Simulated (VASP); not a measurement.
# In in VASP: further runs

One slab, In, is run at these levels: PBE; tasks: single point.

Everything below comes from runs of VASP 6.6.1. Logs are shortened: lines on timing, memory, paths and dates and some standing lists are left out, and cuts for length are marked.

### Step 1. The structure

The cell holds a slab with vacuum, 3 atoms: a = 3.335 Å, b = 3.335 Å, c = 11.509 Å, α = 90.00°, β = 90.00°, γ = 120.00°.

The slab is cut from a database's or a generator's crystal, which needn't be the stable form of the element.

### Step 2. Single point, PBE

Input file INCAR:

```
SYSTEM = In
PREC = Accurate
ENCUT = 460
EDIFF = 1E-7
ISMEAR = 1
SIGMA = 0.1
LREAL = .FALSE.
LASPH = .TRUE.
NELM = 120
ALGO = Normal
ISIF = 2
LWAVE = .FALSE.
LCHARG = .FALSE.
LDIPOL = .TRUE.
IDIPOL = 3
DIPOL = 0.5 0.5 0.500
GGA = PE
NBANDS = 30
LVHAR = .TRUE.
LVACPOTAV = .TRUE.
```

Input file KPOINTS:

```
regular mesh
0
G
  14 14 1
  0 0 0
```

Input file POSCAR:

```
In
1.0
    3.3354847820      0.0000000000      0.0000000000
   -1.6677423910      2.8886145552      0.0000000000
    0.0000000000      0.0000000000     11.5091429200
In
3
Direct
    0.3333333300      0.6666666600      0.2606623291
    0.6666666700      0.3333333400      0.5000000000
    0.3333333300      0.6666666600      0.7393376709
```

Potentials or basis: VASP PAW PBE potentials, release 64 (In_d).

Launch:

```console
> cat potpaw_PBE.64/In_d/POTCAR > POTCAR
> mpirun -np 1 vasp_std > vasp.out
```

OUTCAR:

```text
SYSTEM = In
   PREC = Accurate
   ENCUT = 460
   EDIFF = 1E-7
   ISMEAR = 1
   LREAL = .FALSE.
   LASPH = .TRUE.
   NELM = 120
   ISIF = 2
   GGA = PE

 Found     24 irreducible k-points:

 Following reciprocal coordinates:
            Coordinates               Weight
  0.000000  0.000000  0.000000      1.000000
  0.071429  0.000000  0.000000      6.000000
  0.142857  0.000000  0.000000      6.000000
  0.214286  0.000000  0.000000      6.000000
  0.285714  0.000000  0.000000      6.000000
  0.357143  0.000000  0.000000      6.000000
   k-points           NKPTS =     24   k-points in BZ     NKDIM =     24   number of bands    NBANDS=     30
   number of dos      NEDOS =    301   number of ions     NIONS =      3
   total plane-waves  NPLWV =  48384
   dimension x,y,z NGX =    24 NGY =   24 NGZ =   84
   dimension x,y,z NGXF=    48 NGYF=   48 NGZF=  168
   ions per type =               3
   NGX,Y,Z   is equivalent  to a cutoff of  11.96, 11.96, 12.13 a.u.
   NGXF,Y,Z  is equivalent  to a cutoff of  23.92, 23.92, 24.27 a.u.
 SYSTEM =  In
   PREC   = accura    normal or accurate (medium, high low for compatibility)
   ISTART =      0    job   : 0-new  1-cont  2-samecut
   ICHARG =      2    charge: 1-file 2-atom 10-const
   ISPIN  =      1    spin polarized calculation?
   LNONCOLLINEAR =      F non collinear calculations
   LSORBIT =      F    spin-orbit coupling
   LASPH  =      T    aspherical Exc in radial PAW
   ENCUT  =  460.0 eV  33.81 Ry    5.81 a.u.   5.83  5.83 20.13*2*pi/ulx,y,z
   NELM   =    120;   NELMIN=  2; NELMDL= -5     # of ELM steps
   EDIFF  = 0.1E-06   stopping-criterion for ELM
   LREAL  =      F    real-space projection
   EDIFFG = 0.1E-05   stopping-criterion for IOM
   NSW    =      0    number of steps for IOM
   IBRION =     -1    ionic relax: 0-MD 1-quasi-New 2-CG
   NFREE  =      0    steps in history (QN), initial steepest desc. (CG)
   ISIF   =      2    stress and relaxation
   ISYM   =      2    0-nonsym 1-usesym 2-fastsym
   POTIM  = 0.5000    time-step for ionic-motion
   TEBEG  =    0.0;   TEEND  =   0.0 temperature during run
   PSTRESS=    0.0 pullay stress
   NELECT =      39.0000    total number of electrons
   NUPDOWN=      -1.0000    fix difference up-down
   EMIN   =  10.00;   EMAX   =-10.00  energy-range for DOS
   EFERMI =   0.00;   METHOD = LEGACY
   ISMEAR =     1;   SIGMA  =   0.10  broadening in eV -4-tet -1-fermi 0-gaus
   EFERMI_NEDOS =   21; number of points for ismear=-14 and -15
   IALGO  =     38    algorithm
   IMIX   =      4    mixing-type and parameters
     AMIX     =   0.40;   BMIX     =  1.00
     AMIX_MAG =   1.60;   BMIX_MAG =  1.00
  volume/ion in A,a.u.               =      36.96       249.44
  Fermi-wavevector in a.u.,A,eV,Ry     =   1.155578  2.183725 18.168676  1.335360
  Thomas-Fermi vector in A             =   2.292205
   LORBIT       =      0    0 simple, 1 ext, 2 COOP (PROOUT), +10 PAW based schemes
   GGA     = PE    functional components
   LHFCALC =     F    Hartree Fock is set to
   AEXX    =    0.0000 exact exchange contribution
   IVDW    =     0    specifies the selected vdW correction
   LEPSILON=     F    determine dielectric tensor
   LRPA    =     F    only Hartree local field effects (RPA)
 non-spin polarized calculation
 Methfessel and Paxton  Order N= 1 SIGMA  =   0.10
  energy-cutoff  :      460.00
  volume of cell :      110.89
 maximum number of plane-waves:      2502
 NGX is ok and might be reduce to    24
   NGX = 11   NGY = 11   NGZ = 41

 dipolmoment           0.000000      0.000000     -0.000000 electrons x Angstroem

 number of electron      38.9999969 magnetization

 dipolmoment           0.000000      0.000000      0.000000 electrons x Angstroem

 Free energy of the ion-electron system (eV)
  ---------------------------------------------------
  ext. energy  EPLUGINS =         0.00000000
  ---------------------------------------------------
  free energy    TOTEN  =        -7.28740405 eV

  energy without entropy =       -7.28811744  energy(sigma->0) =       -7.28764184

 E-fermi :   4.3534     XC(G=0):  -8.1567

 val. band max:        4.2924683978   @ k =   0.2857   0.0714   0.0000
 cond. band min:       4.3651872588   @ k =   0.3571   0.2857   0.0000
 fundamental gap:      0.0727188609
 Fermi energy:         4.3533862564

 k-point     1 :       0.0000    0.0000    0.0000
  band No.  band energies     occupation
      1     -10.3831      2.00000
      2     -10.3696      2.00000
      3     -10.3317      2.00000
      4     -10.3030      2.00000
      5     -10.3030      2.00000
      6     -10.2987      2.00000
[... 22 lines left out ...]
     29      15.3758      0.00000
     30      15.8734      0.00000

 k-point     2 :       0.0714    0.0000    0.0000
  band No.  band energies     occupation
      1     -10.3764      2.00000
      2     -10.3629      2.00000
      3     -10.3294      2.00000
      4     -10.3034      2.00000
      5     -10.3012      2.00000
      6     -10.2895      2.00000
[... 22 lines left out ...]
     29      15.1117      0.00000
     30      15.3357      0.00000

 k-point     3 :       0.1429    0.0000    0.0000
  band No.  band energies     occupation
      1     -10.3751      2.00000
      2     -10.3555      2.00000
      3     -10.3206      2.00000
      4     -10.3049      2.00000
      5     -10.3001      2.00000
      6     -10.2640      2.00000
[... 22 lines left out ...]
     29      14.2652      0.00000
     30      14.6395      0.00000

 k-point     4 :       0.2143    0.0000    0.0000
  band No.  band energies     occupation
      1     -10.3987      2.00000
      2     -10.3680      2.00000
      3     -10.3232      2.00000
      4     -10.2933      2.00000
      5     -10.2920      2.00000
      6     -10.2388      2.00000
[... 22 lines left out ...]
     29      13.5324      0.00000
     30      13.9320      0.00000

 k-point     5 :       0.2857    0.0000    0.0000
  band No.  band energies     occupation
      1     -10.4303      2.00000
      2     -10.3905      2.00000
      3     -10.3420      2.00000
      4     -10.3147      2.00000
      5     -10.2943      2.00000
      6     -10.2387      2.00000
[... 22 lines left out ...]
     29      12.7366      0.00000
     30      12.8136      0.00000

 k-point     6 :       0.3571    0.0000    0.0000
  band No.  band energies     occupation
      1     -10.4592      2.00000
      2     -10.4116      2.00000
      3     -10.3599      2.00000
      4     -10.3513      2.00000
      5     -10.3197      2.00000
      6     -10.2509      2.00000
[... 22 lines left out ...]
     29      12.2474      0.00000
     30      12.4332      0.00000

 [... further k-points ...]

------------------------ aborting loop because EDIFF is reached ----------------------------------------

  FORCE on cell =-STRESS in cart. coord.  units (eV):
  Direction    XX          YY          ZZ          XY          YZ          ZX
  --------------------------------------------------------------------------------------
  -------------------------------------------------------------------------------------
  Total       -0.5866426     -0.5866426      0.8610294      0.0000000      0.0000000      0.0000000
  in kB       -8.4760324     -8.4760324     12.4404771      0.0000000      0.0000000      0.0000000
  external PRESSURE =      -1.5038625 kB  Pullay stress =       0.0000000 kB

 VOLUME and BASIS-vectors are now :
 -----------------------------------------------------------------------------
  energy-cutoff  :      460.00
  volume of cell :      110.89
      direct lattice vectors                 reciprocal lattice vectors
     3.335484782  0.000000000  0.000000000     0.299806495  0.173093360  0.000000000
    -1.667742391  2.888614555  0.000000000     0.000000000  0.346186721  0.000000000
     0.000000000  0.000000000 11.509142920     0.000000000  0.000000000  0.086887443

 POSITION                                       TOTAL-FORCE (eV/Angst)
 -----------------------------------------------------------------------------------
      0.00000      1.92574      3.00000         0.000000      0.000000     -0.040913
      1.66774      0.96287      5.75457        -0.000000     -0.000000      0.000000
      0.00000      1.92574      8.50914         0.000000      0.000000      0.040913
 -----------------------------------------------------------------------------------
    total drift:                               -0.000000      0.000008      0.000000

  FREE ENERGIE OF THE ION-ELECTRON SYSTEM (eV)
  ---------------------------------------------------
  free  energy   TOTEN  =        -7.2874040472 eV

  energy  without entropy=       -7.2881174362  energy(sigma->0) =       -7.28764184
```

Wall time 97 s (1 thread of Intel Xeon Platinum 8259CL at 2.50GHz (Skylake/Cascade Lake), shared host); peak memory 0.22 GiB.

These settings aren't checked as converged: the numbers below hold their error.

Results:

- Free energy: -7.2874 eV
- Largest force: 0.041 eV/Å
- Band gap on the k mesh: none (metal or under the smearing width)

### Step 3. Single point, PBE

This run uses another cell than the first one, of 56.23 Å³/atom, 1.521 times its volume.

INCAR, as its differences from that of step 2:

```diff
@@ -2,3 +2,3 @@
 PREC = Accurate
-ENCUT = 460
+ENCUT = 340
 EDIFF = 1E-7
```

KPOINTS is that of step 2.

Input file POSCAR:

```
In
1.0
    3.3354847820      0.0000000000      0.0000000000
   -1.6677423910      2.8886145552      0.0000000000
    0.0000000000      0.0000000000     17.5091429200
In
3
Direct
    0.3333333300      0.6666666600      0.3426781098
    0.6666666700      0.3333333400      0.5000000000
    0.3333333300      0.6666666600      0.6573218902
```

Potentials or basis: VASP PAW PBE potentials, release 64 (In_d).

Launch:

```console
> cat potpaw_PBE.64/In_d/POTCAR > POTCAR
> mpirun -np 1 vasp_std > vasp.out
```

It took 86 s on 1 thread of Intel Xeon Platinum 8259CL at 2.50GHz (Skylake/Cascade Lake), shared host; peak memory 0.21 GiB.

These settings aren't checked as converged: the numbers below hold their error.

What came out:

* Free energy: -7.3470 eV
* Largest force: 0.103 eV/Å
* Band gap on the k mesh: none (metal or under the smearing width)
* Work function of the upper face: 3.80 eV
* Work function of the lower face: 3.80 eV

### Step 4. Single point, PBE

This run uses another cell than the first one, of 56.23 Å³/atom, 1.521 times its volume.

INCAR, as its differences from that of step 3:

```diff
@@ -2,3 +2,3 @@
 PREC = Accurate
-ENCUT = 340
+ENCUT = 400
 EDIFF = 1E-7
```

KPOINTS is that of step 3.

POSCAR is that of step 3.

Launch:

```console
> cat potpaw_PBE.64/In_d/POTCAR > POTCAR
> mpirun -np 1 vasp_std > vasp.out
```

Run time: 1.9 min. Hardware: 1 thread of Intel Xeon Platinum 8259CL at 2.50GHz (Skylake/Cascade Lake), shared host; peak memory 0.26 GiB.

These settings aren't checked as converged: the numbers below hold their error.

What came out:

```
Free energy                     : -7.3507 eV
Largest force                   : 0.102 eV/Å
Band gap on the k mesh          : none (metal or under the smearing width)
Work function of the upper face : 3.80 eV
Work function of the lower face : 3.80 eV
```

### Step 5. Single point, PBE

This run uses another cell than the first one, of 43.39 Å³/atom, 1.174 times its volume.

INCAR, as its differences from that of step 4:

```diff
@@ -2,3 +2,3 @@
 PREC = Accurate
-ENCUT = 400
+ENCUT = 460
 EDIFF = 1E-7
```

Input file KPOINTS:

```
regular mesh
0
G
  17 17 1
  0 0 0
```

Input file POSCAR:

```
In
1.0
    3.3354847820      0.0000000000      0.0000000000
   -1.6677423910      2.8886145552      0.0000000000
    0.0000000000      0.0000000000     13.5091429200
In
3
Direct
    0.3333333300      0.6666666600      0.2960957645
    0.6666666700      0.3333333400      0.5000000000
    0.3333333300      0.6666666600      0.7039042355
```

Launch:

```console
> cat potpaw_PBE.64/In_d/POTCAR > POTCAR
> mpirun -np 1 vasp_std > vasp.out
```

Wall time 93 s (1 thread of Intel Xeon Platinum 8259CL at 2.50GHz (Skylake/Cascade Lake), shared host); peak memory 0.25 GiB.

These settings aren't checked as converged: the numbers below hold their error.

Results:

- Free energy: -7.3287 eV
- Largest force: 0.056 eV/Å
- Band gap on the k mesh: none (metal or under the smearing width)

### Step 6. Single point, PBE

This run uses another cell than the first one, of 56.23 Å³/atom, 1.521 times its volume.

INCAR, as its differences from that of step 5:

```diff
@@ -5,3 +5,3 @@
 ISMEAR = 1
-SIGMA = 0.1
+SIGMA = 0.02
 LREAL = .FALSE.
```

Input file KPOINTS:

```
regular mesh
0
G
  14 14 1
  0 0 0
```

Input file POSCAR:

```
In
1.0
    3.3354847820      0.0000000000      0.0000000000
   -1.6677423910      2.8886145552      0.0000000000
    0.0000000000      0.0000000000     17.5091429200
In
3
Direct
    0.3333333300      0.6666666600      0.3426781098
    0.6666666700      0.3333333400      0.5000000000
    0.3333333300      0.6666666600      0.6573218902
```

Potentials or basis: VASP PAW PBE potentials, release 64 (In_d).

Launch:

```console
> cat potpaw_PBE.64/In_d/POTCAR > POTCAR
> mpirun -np 1 vasp_std > vasp.out
```

OUTCAR:

```text
SYSTEM = In
   PREC = Accurate
   ENCUT = 460
   EDIFF = 1E-7
   ISMEAR = 1
   LREAL = .FALSE.
   LASPH = .TRUE.
   NELM = 120
   ISIF = 2
   GGA = PE

 Found     24 irreducible k-points:

 Following reciprocal coordinates:
            Coordinates               Weight
  0.000000  0.000000  0.000000      1.000000
  0.071429  0.000000  0.000000      6.000000
  0.142857  0.000000  0.000000      6.000000
  0.214286  0.000000  0.000000      6.000000
  0.285714  0.000000  0.000000      6.000000
  0.357143  0.000000  0.000000      6.000000
[... 284 lines left out ...]
  -------------------------------------------------------------------------------------
  Total       -0.5863916     -0.5863916      0.5622075      0.0000000     -0.0000000      0.0000000
  in kB       -5.5690986     -5.5690986      5.3394159      0.0000000     -0.0000000      0.0000000
  external PRESSURE =      -1.9329271 kB  Pullay stress =       0.0000000 kB

 VOLUME and BASIS-vectors are now :
 -----------------------------------------------------------------------------
  energy-cutoff  :      460.00
  volume of cell :      168.70
      direct lattice vectors                 reciprocal lattice vectors
     3.335484782  0.000000000  0.000000000     0.299806495  0.173093360  0.000000000
    -1.667742391  2.888614555  0.000000000     0.000000000  0.346186721  0.000000000
     0.000000000  0.000000000 17.509142920     0.000000000  0.000000000  0.057113018

 POSITION                                       TOTAL-FORCE (eV/Angst)
 -----------------------------------------------------------------------------------
      0.00000      1.92574      6.00000        -0.000000      0.000000     -0.102003
      1.66774      0.96287      8.75457         0.000000     -0.000000      0.000000
      0.00000      1.92574     11.50914        -0.000000      0.000000      0.102003
 -----------------------------------------------------------------------------------
    total drift:                                0.000000      0.000008      0.000000

  FREE ENERGIE OF THE ION-ELECTRON SYSTEM (eV)
  ---------------------------------------------------
  free  energy   TOTEN  =        -7.3513552338 eV

  energy  without entropy=       -7.3512753400  energy(sigma->0) =       -7.35132860

 vacuum level on the upper side and lower side of the slab         5.324         5.324
```

Wall time 2.1 min (1 thread of Intel Xeon Platinum 8259CL at 2.50GHz (Skylake/Cascade Lake), shared host); peak memory 0.27 GiB.

The run converged, but some of its settings lie outside the range that counts as converged, so its numbers aren't taken as properties of the slab.

What came out:

- Free energy: -7.3514 eV
- Largest force: 0.102 eV/Å
- Band gap on the k mesh: none (metal or under the smearing width)
- Work function of the upper face: 3.75 eV
- Work function of the lower face: 3.75 eV
